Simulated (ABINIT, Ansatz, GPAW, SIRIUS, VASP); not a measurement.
## One calculation of In, 5 ways

```
In
1.0
    -1.62547    1.62547    2.47370
     1.62547   -1.62547    2.47370
     1.62547    1.62547   -2.47370
In
1
Direct
  0.00000 0.00000 0.00000
```

Alike in all runs: task single point; functional PBEsol; k mesh 11 × 11 × 11; occupations fermi-dirac, width 0.05 eV; no spin polarisation; no spin-orbit coupling. Pressure is positive in compression and, in plane waves, holds the error of the finite cutoff.

```tsv
program and potentials	plane-wave cutoff (eV)	notes	pressure (GPa)
GPAW, PAW data sets generated for this functional	600	-	-1.27
SIRIUS, PseudoDojo 0.4.1 PBEsol standard (scalar relativistic)	960	-	-0.90
ABINIT, PseudoDojo NC SR PBEsol v0.4.1 standard	952	-	-0.90
Ansatz, all-electron LAPW, scalar-relativistic	-	-	-0.92
VASP, PBE PAW files In_d, 520 eV	520	potentials made for PBE	?
```

**Question.** Estimate from the other rows what the run with VASP, PBE PAW files In_d, 520 eV gave.

**Answer.** Pressure -0.97 GPa. The other rows, which needn't bracket it: pressure -1.27 to -0.90.
